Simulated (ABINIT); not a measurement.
# BAs (Pm-3m) in ABINIT: reference runs

How does BAs come out in PBE? The cell is run as given.

All numbers are computed with ABINIT 10.8.3 (patched build); they aren't measurements. Logs are shortened: lines on timing, memory, paths and dates and some standing lists are left out, and cuts for length are marked. The log counts tension as positive stress, the text compression.

### Step 1. Starting point

It takes space group Pm-3m (No. 221, cubic). Conventional cell: a = 3.236 Å, b = 3.236 Å, c = 3.236 Å, α = 90.00°, β = 90.00°, γ = 90.00°. B (site symmetry m-3m) is surrounded by 8 As at 2.80 Å. Around As (site symmetry m-3m) lie 8 B at 2.80 Å.

The cell was built by a generator and needn't be a form met in nature.

### Step 2. Single point, PBE

Input file run.abi:

```
pp_dirpath "./"
pseudos "B.GGA_PBE-JTH.xml, As.GGA_PBE-JTH.xml"

acell 3.23586704 3.23586704 3.23586704 Angstrom
rprim
     1.0000000000     0.0000000000     0.0000000000
     0.0000000000     1.0000000000     0.0000000000
     0.0000000000     0.0000000000     1.0000000000
ntypat 2
znucl 5 33
natom 2
typat 1 2
xcart
     0.0000000000     0.0000000000     0.0000000000
     1.6179335200     1.6179335200     1.6179335200 Angstrom

ecut 408.170794 eV
pawecutdg 30.0
pawxcdev 0

kptopt 1
ngkpt 8 8 8
nshiftk 1
shiftk 0.0 0.0 0.0

ixc 11

nband 13
occopt 3
tsmear 0.05 eV

nstep 100
tolvrs 1.0e-9

iomode 3
prtwf 0
prteig 0
prtebands 0
prtden 1
prtvha 1
prtvclmb 1
prtpot 1
```

Potentials or basis: JTH PAW PBE v2.0.

The run is started by

```bash
> abinit run.abi > log 2>&1
```

run.abo:

```text
.Version 10.8.3 of ABINIT
 Symmetries : space group Pm -3 m (#221); Bravais cP (primitive cubic)
================================================================================
 Values of the parameters that define the memory need of the present run
     intxc =       0    ionmov =       0      iscf =      17    lmnmax =      18
     lnmax =       6     mgfft =      24  mpssoang =       3    mqgrid =    3001
     natom =       2  nloc_mem =       2    nspden =       1   nspinor =       1
    nsppol =       1      nsym =      48    n1xccc =       1    ntypat =       2
    occopt =       3   xclevel =       2
       mpw =         651          nfft =       13824          nkpt =          35
 PAW method is used; the additional fine FFT grid is defined by:
   mgfftf=        32    nfftf =     32768
================================================================================
================================================================================

--------------------------------------------------------------------------------
------------- Echo of variables that govern the present computation ------------
--------------------------------------------------------------------------------
 -outvars: echo values of preprocessed input variables --------
            acell      6.1149024855E+00  6.1149024855E+00  6.1149024855E+00 Bohr
              amu      1.08110000E+01  7.49215900E+01
             ecut      1.50000000E+01 Hartree
              ixc          11
         kptrlatt        8    0    0      0    8    0      0    0    8
          kptrlen      4.89192199E+01
            natom           2
            nband          13
            ngfft          24      24      24
          ngfftdg          32      32      32
             nkpt          35
            nstep         100
             nsym          48
           ntypat           2
           occopt           3
        pawecutdg      3.00000000E+01 Hartree
         pawxcdev           0
        prtebands           0
           prteig           0
           prtpot           1
         prtvclmb           1
           prtvha           1
            prtwf           0
          spgroup         221
           tolvrs      1.00000000E-09
           tsmear      1.83746611E-03 Hartree
            typat      1  2
           useylm           1
           xangst      0.0000000000E+00  0.0000000000E+00  0.0000000000E+00
                       1.6179335200E+00  1.6179335200E+00  1.6179335200E+00
            xcart      0.0000000000E+00  0.0000000000E+00  0.0000000000E+00
                       3.0574512427E+00  3.0574512427E+00  3.0574512427E+00
             xred      0.0000000000E+00  0.0000000000E+00  0.0000000000E+00
                       5.0000000000E-01  5.0000000000E-01  5.0000000000E-01
            znucl        5.00000   33.00000

================================================================================

 chkinp: Checking input parameters for consistency.

================================================================================
[... 125 lines left out ...]
 rms dE/dt=  0.0000E+00; max dE/dt=  0.0000E+00; dE/dt below (all hartree)
    1       0.000000000000      0.000000000000      0.000000000000
    2       0.000000000000      0.000000000000      0.000000000000

 cartesian coordinates (angstrom) at end:
    1      0.00000000000000     0.00000000000000     0.00000000000000
    2      1.61793352000000     1.61793352000000     1.61793352000000

 cartesian forces (hartree/bohr) at end:
    1     -0.00000000000000    -0.00000000000000    -0.00000000000000
    2     -0.00000000000000    -0.00000000000000    -0.00000000000000
 frms,max,avg= 0.0000000E+00 0.0000000E+00   0.000E+00  0.000E+00  0.000E+00 h/b

 cartesian forces (eV/Angstrom) at end:
    1     -0.00000000000000    -0.00000000000000    -0.00000000000000
    2     -0.00000000000000    -0.00000000000000    -0.00000000000000
 frms,max,avg= 0.0000000E+00 0.0000000E+00   0.000E+00  0.000E+00  0.000E+00 e/A
 length scales=  6.114902485452  6.114902485452  6.114902485452 bohr
              =  3.235867040000  3.235867040000  3.235867040000 angstroms
 Fermi (or HOMO) energy (hartree) =   0.18303   Average Vxc (hartree)=  -0.37145
 Eigenvalues (hartree) for nkpt=  35  k points:
 kpt#   1, nband= 13, wtk=  0.00195, kpt=  0.0000  0.0000  0.0000 (reduced coord)
  -1.14493   -1.14493   -1.14431   -1.14431   -1.14431   -0.30552    0.09722    0.16341
   0.16341    0.16341    0.40164    0.40164    0.42923
      occupation numbers for kpt#   1
   2.00000    2.00000    2.00000    2.00000    2.00000    2.00000    2.00000    1.99995
   1.99995    1.99995    0.00000    0.00000    0.00000
 prteigrs : prtvol=0 or 1, do not print more k-points.

--- !EnergyTerms
iteration_state     : {dtset: 1, }
comment             : Components of total free energy in Hartree
kinetic             :  5.04048310862741E+00
hartree             :  3.47433264808780E+01
xc                  : -3.09157472716544E+00
Ewald energy        : -6.01891730286993E+01
psp_core            :  2.17514212353153E+00
local_psp           : -9.38663870673547E+01
PAW spherical_terms : -1.41063801576655E+00
internal            : -1.16598821125949E+02
'-kT*entropy'       : -3.24885281138093E-04
total_energy        : -1.16599146011230E+02
total_energy_eV     : -3.17282439806312E+03
...

--- !EnergyTermsDC
iteration_state     : {dtset: 1, }
comment             : '"Double-counting" decomposition of free energy'
band_energy         : -1.15052403985039E+01
Ewald energy        : -6.01891730286993E+01
psp_core            :  2.17514212353153E+00
xc_dc               : -3.38905652656930E+01
PAW spherical_terms : -1.31889956290690E+01
internal            : -1.16598832198434E+02
'-kT*entropy'       : -3.24885281138093E-04
total_energy_dc     : -1.16599157083715E+02
total_energy_dc_eV  : -3.17282469936077E+03
...

--- !EnergyTermsWithPAWCore
iteration_state     : {dtset: 1, }
comment             : 'Components of total free energy, including PAW core contributions'
Total energy        : -2.28569501525812E+03
Total energy DC     : -2.28569502633061E+03
Total energy (eV)   : -6.21969299007022E+04
Total energy DC (eV): -6.21969302019999E+04
...

 Cartesian components of stress tensor (hartree/bohr^3)
  sigma(1 1)=  5.03895596E-04  sigma(3 2)=  0.00000000E+00
  sigma(2 2)=  5.03895596E-04  sigma(3 1)=  0.00000000E+00
  sigma(3 3)=  5.03895596E-04  sigma(2 1)=  0.00000000E+00

-Cartesian components of stress tensor (GPa)         [Pressure= -1.4825E+01 GPa]
- sigma(1 1)=  1.48251203E+01  sigma(3 2)=  0.00000000E+00
- sigma(2 2)=  1.48251203E+01  sigma(3 1)=  0.00000000E+00
- sigma(3 3)=  1.48251203E+01  sigma(2 1)=  0.00000000E+00

== END DATASET(S) ==============================================================
================================================================================

 -outvars: echo values of variables after computation  --------
            acell      6.1149024855E+00  6.1149024855E+00  6.1149024855E+00 Bohr
           etotal     -1.1659915708E+02
            fcart     -0.0000000000E+00 -0.0000000000E+00 -0.0000000000E+00
                      -0.0000000000E+00 -0.0000000000E+00 -0.0000000000E+00
           strten      5.0389559553E-04  5.0389559553E-04  5.0389559553E-04
                       0.0000000000E+00  0.0000000000E+00  0.0000000000E+00
           xangst      0.0000000000E+00  0.0000000000E+00  0.0000000000E+00
                       1.6179335200E+00  1.6179335200E+00  1.6179335200E+00
             xred      0.0000000000E+00  0.0000000000E+00  0.0000000000E+00
                       5.0000000000E-01  5.0000000000E-01  5.0000000000E-01
 Calculation completed.
```

It took 9.3 s on 1 thread of Arm Neoverse V1, shared host; peak memory 0.09 GiB.

What came out:

```yaml
Free_energy: -3172.8247 eV
Pressure: -14.8 GPa
Band_gap_on_the_k_mesh: none (metal or under the smearing width)
Valence_electrons_inside_the_program's_atomic_spheres: B 1.31; As 12.41
```

Levels at points of the mesh, in eV from the Fermi level:
| k point | band 5 | band 6 | band 7 | band 8 | band 9 | band 10 | band 11 | band 12 | band 13 |
| --- | --- | --- | --- | --- | --- | --- | --- | --- | --- |
| (0.00, 0.00, 0.00) | -36.12 | -13.29 | -2.33 | -0.53 | -0.53 | -0.53 | 5.95 | 5.95 | 6.70 |
| (0.50, 0.00, 0.00) | -36.12 | -11.32 | -8.01 | 1.96 | 2.22 | 2.22 | 2.52 | 2.59 | 2.59 |
| (0.50, 0.50, 0.00) | -36.11 | -9.64 | -4.96 | -4.96 | -4.87 | 3.33 | 3.47 | 5.51 | 5.51 |
| (0.50, 0.50, 0.50) | -36.11 | -8.28 | -3.10 | -2.21 | -2.21 | -2.21 | -0.90 | -0.90 | -0.90 |

Caveat: the highest band is partly filled, so the run has too few bands.

### Step 3. Single point, PBE

Input file run.py:

```python
import json, os
import numpy as np
from ase.units import GPa
from ase.calculators.abinit import Abinit, AbinitProfile
from ase import Atoms

atoms = Atoms(['B', 'As'],
              cell=[[3.23586704, 0.0, 0.0], [0.0, 3.23586704, 0.0], [0.0, 0.0, 3.23586704]],
              scaled_positions=[[0.0, 0.0, 0.0], [0.5, 0.5, 0.5]],
              pbc=True)

profile = AbinitProfile(command='abinit', pp_paths=[os.path.abspath('pseudos')])
params = dict(
    pps='pawxml', xc='PBE',
    ecut=408.1708,
    pawecutdg=816.3416,
    pawxcdev=0,
    kptopt=1,
    ngkpt=[8, 8, 8],
    nshiftk=1,
    shiftk=[0.0, 0.0, 0.0],
    ixc=11,
    nband=13,
    occopt=3,
    tsmear=0.05,
    nstep=100,
    tolvrs=1e-09,
    prtwf=0,
    prtden=0,
)

atoms.calc = Abinit(profile=profile, directory='run', **params)
energy = atoms.get_potential_energy()
forces = atoms.get_forces()
stress = atoms.get_stress()
print(f'energy {energy:.6f} eV')
print('forces (eV/A)')
print(np.round(forces, 5))
print('stress (GPa, Voigt, tension positive)', np.round(stress / GPa, 4))
json.dump(dict(energy=energy, forces=forces.tolist(), stress=stress.tolist(), cell=atoms.cell.tolist(), frac=atoms.get_scaled_positions(wrap=False).tolist()), open('results.json', 'w'))
```

Potentials or basis: JTH PAW PBE v2.0.

The run is started by

```bash
> python run.py
```

Log:

```text
energy -3172.824398 eV
forces (eV/A)
[[-0. -0. -0.]
 [-0. -0. -0.]]
stress (GPa, Voigt, tension positive) [14.8251 14.8251 14.8251  0.      0.      0.    ]
```

abinit.in:

```text
ecut 408.1708 eV
ixc 11
kptopt 1
natom 2
nband 13
ngkpt
8 8 8
nshiftk 1
nsppol 1
nstep 100
occopt 3
pawecutdg 816.3416 eV
pawxcdev 0
prtden 0
prtwf 0
shiftk
0.0 0.0 0.0
tolvrs 1e-09
tsmear 0.05 eV
#Definition of the unit cell
acell
1.00000000000000 1.00000000000000 1.00000000000000 Angstrom
rprim
3.23586704000000 0.00000000000000 0.00000000000000
0.00000000000000 3.23586704000000 0.00000000000000
0.00000000000000 0.00000000000000 3.23586704000000
chkprim 0 # Allow non-primitive cells
#Definition of the atom types
ntypat 2
znucl 5 33
#Enumerate different atomic species
typat
 1 2
pseudos "./pseudos/B.GGA_PBE-JTH.xml,
./pseudos/As.GGA_PBE-JTH.xml"
#Definition of the atoms
xcart
0.00000000000000 0.00000000000000 0.00000000000000
3.05745124261130 3.05745124261130 3.05745124261130
chkexit 1 # abinit.exit file in the running directory terminates after the current SCF
```

abinit.abo:

```text
.Version 10.8.3 of ABINIT
 Symmetries : space group Pm -3 m (#221); Bravais cP (primitive cubic)
================================================================================
 Values of the parameters that define the memory need of the present run
     intxc =       0    ionmov =       0      iscf =      17    lmnmax =      18
     lnmax =       6     mgfft =      24  mpssoang =       3    mqgrid =    3001
     natom =       2  nloc_mem =       2    nspden =       1   nspinor =       1
    nsppol =       1      nsym =      48    n1xccc =       1    ntypat =       2
    occopt =       3   xclevel =       2
       mpw =         651          nfft =       13824          nkpt =          35
 PAW method is used; the additional fine FFT grid is defined by:
   mgfftf=        32    nfftf =     32768
================================================================================
================================================================================

--------------------------------------------------------------------------------
------------- Echo of variables that govern the present computation ------------
--------------------------------------------------------------------------------
 -outvars: echo values of preprocessed input variables --------
            acell      1.8897261259E+00  1.8897261259E+00  1.8897261259E+00 Bohr
              amu      1.08110000E+01  7.49215900E+01
          chkexit           1
          chkprim           0
             ecut      1.50000002E+01 Hartree
              ixc          11
         kptrlatt        8    0    0      0    8    0      0    0    8
          kptrlen      4.89192199E+01
            natom           2
            nband          13
            ngfft          24      24      24
          ngfftdg          32      32      32
             nkpt          35
            nstep         100
             nsym          48
           ntypat           2
           occopt           3
        pawecutdg      3.00000005E+01 Hartree
         pawxcdev           0
           prtden           0
            prtwf           0
            rprim      3.2358670400E+00  0.0000000000E+00  0.0000000000E+00
                       0.0000000000E+00  3.2358670400E+00  0.0000000000E+00
                       0.0000000000E+00  0.0000000000E+00  3.2358670400E+00
          spgroup         221
           tolvrs      1.00000000E-09
           tsmear      1.83746611E-03 Hartree
            typat      1  2
           useylm           1
           xangst      0.0000000000E+00  0.0000000000E+00  0.0000000000E+00
                       1.6179335200E+00  1.6179335200E+00  1.6179335200E+00
            xcart      0.0000000000E+00  0.0000000000E+00  0.0000000000E+00
                       3.0574512427E+00  3.0574512427E+00  3.0574512427E+00
             xred      0.0000000000E+00  0.0000000000E+00  0.0000000000E+00
                       5.0000000000E-01  5.0000000000E-01  5.0000000000E-01
            znucl        5.00000   33.00000

================================================================================

 chkinp: Checking input parameters for consistency.

[... 129 lines left out ...]

 cartesian coordinates (angstrom) at end:
    1      0.00000000000000     0.00000000000000     0.00000000000000
    2      1.61793352000000     1.61793352000000     1.61793352000000

 cartesian forces (hartree/bohr) at end:
    1     -0.00000000000000    -0.00000000000000    -0.00000000000000
    2     -0.00000000000000    -0.00000000000000    -0.00000000000000
 frms,max,avg= 0.0000000E+00 0.0000000E+00   0.000E+00  0.000E+00  0.000E+00 h/b

 cartesian forces (eV/Angstrom) at end:
    1     -0.00000000000000    -0.00000000000000    -0.00000000000000
    2     -0.00000000000000    -0.00000000000000    -0.00000000000000
 frms,max,avg= 0.0000000E+00 0.0000000E+00   0.000E+00  0.000E+00  0.000E+00 e/A
 length scales=  1.889726125908  1.889726125908  1.889726125908 bohr
              =  1.000000000000  1.000000000000  1.000000000000 angstroms
 Fermi (or HOMO) energy (hartree) =   0.18303   Average Vxc (hartree)=  -0.37145
 Eigenvalues (hartree) for nkpt=  35  k points:
 kpt#   1, nband= 13, wtk=  0.00195, kpt=  0.0000  0.0000  0.0000 (reduced coord)
  -1.14493   -1.14493   -1.14431   -1.14431   -1.14431   -0.30552    0.09722    0.16341
   0.16341    0.16341    0.40164    0.40164    0.42923
      occupation numbers for kpt#   1
   2.00000    2.00000    2.00000    2.00000    2.00000    2.00000    2.00000    1.99995
   1.99995    1.99995    0.00000    0.00000    0.00000
 prteigrs : prtvol=0 or 1, do not print more k-points.

--- !EnergyTerms
iteration_state     : {dtset: 1, }
comment             : Components of total free energy in Hartree
kinetic             :  5.04048310847332E+00
hartree             :  3.47433264805048E+01
xc                  : -3.09157472744588E+00
Ewald energy        : -6.01891730286993E+01
psp_core            :  2.17514212353153E+00
local_psp           : -9.38663870667384E+01
PAW spherical_terms : -1.41063801634539E+00
internal            : -1.16598821126719E+02
'-kT*entropy'       : -3.24885280970240E-04
total_energy        : -1.16599146012000E+02
total_energy_eV     : -3.17282439808407E+03
...

--- !EnergyTermsDC
iteration_state     : {dtset: 1, }
comment             : '"Double-counting" decomposition of free energy'
band_energy         : -1.15052404005019E+01
Ewald energy        : -6.01891730286993E+01
psp_core            :  2.17514212353153E+00
xc_dc               : -3.38905652652340E+01
PAW spherical_terms : -1.31889956275306E+01
internal            : -1.16598832198434E+02
'-kT*entropy'       : -3.24885280970240E-04
total_energy_dc     : -1.16599157083715E+02
total_energy_dc_eV  : -3.17282469936079E+03
...

--- !EnergyTermsWithPAWCore
iteration_state     : {dtset: 1, }
comment             : 'Components of total free energy, including PAW core contributions'
Total energy        : -2.28569501525889E+03
Total energy DC     : -2.28569502633061E+03
Total energy (eV)   : -6.21969299007232E+04
Total energy DC (eV): -6.21969302019999E+04
...

 Cartesian components of stress tensor (hartree/bohr^3)
  sigma(1 1)=  5.03895598E-04  sigma(3 2)=  0.00000000E+00
  sigma(2 2)=  5.03895598E-04  sigma(3 1)=  0.00000000E+00
  sigma(3 3)=  5.03895598E-04  sigma(2 1)=  0.00000000E+00

-Cartesian components of stress tensor (GPa)         [Pressure= -1.4825E+01 GPa]
- sigma(1 1)=  1.48251203E+01  sigma(3 2)=  0.00000000E+00
- sigma(2 2)=  1.48251203E+01  sigma(3 1)=  0.00000000E+00
- sigma(3 3)=  1.48251203E+01  sigma(2 1)=  0.00000000E+00

== END DATASET(S) ==============================================================
================================================================================

 -outvars: echo values of variables after computation  --------
            acell      1.8897261259E+00  1.8897261259E+00  1.8897261259E+00 Bohr
           etotal     -1.1659915708E+02
            fcart     -0.0000000000E+00 -0.0000000000E+00 -0.0000000000E+00
                      -0.0000000000E+00 -0.0000000000E+00 -0.0000000000E+00
            rprim      3.2358670400E+00  0.0000000000E+00  0.0000000000E+00
                       0.0000000000E+00  3.2358670400E+00  0.0000000000E+00
                       0.0000000000E+00  0.0000000000E+00  3.2358670400E+00
           strten      5.0389559782E-04  5.0389559782E-04  5.0389559782E-04
                       0.0000000000E+00  0.0000000000E+00  0.0000000000E+00
           xangst      0.0000000000E+00  0.0000000000E+00  0.0000000000E+00
                       1.6179335200E+00  1.6179335200E+00  1.6179335200E+00
             xred      0.0000000000E+00  0.0000000000E+00  0.0000000000E+00
                       5.0000000000E-01  5.0000000000E-01  5.0000000000E-01
 Calculation completed.
```

It took 9.9 s on 1 thread of Arm Neoverse V1, shared host; peak memory 0.09 GiB.

What came out:

| Property | Result |
| --- | --- |
| Free energy | -3172.8247 eV |
| Pressure | -14.8 GPa |
| Band gap on the k mesh | none (metal or under the smearing width) |
| Valence electrons inside the program's atomic spheres | B 1.31; As 12.41 |

Levels at points of the mesh, in eV from the Fermi level:
| k point | band 5 | band 6 | band 7 | band 8 | band 9 | band 10 | band 11 | band 12 | band 13 |
| --- | --- | --- | --- | --- | --- | --- | --- | --- | --- |
| (0.00, 0.00, 0.00) | -36.12 | -13.29 | -2.33 | -0.53 | -0.53 | -0.53 | 5.95 | 5.95 | 6.70 |
| (0.50, 0.00, 0.00) | -36.12 | -11.32 | -8.01 | 1.96 | 2.22 | 2.22 | 2.52 | 2.59 | 2.59 |
| (0.50, 0.50, 0.00) | -36.11 | -9.64 | -4.96 | -4.96 | -4.87 | 3.33 | 3.47 | 5.51 | 5.51 |
| (0.50, 0.50, 0.50) | -36.11 | -8.28 | -3.10 | -2.21 | -2.21 | -2.21 | -0.90 | -0.90 | -0.90 |

Caveat: the highest band is partly filled, so the run has too few bands.
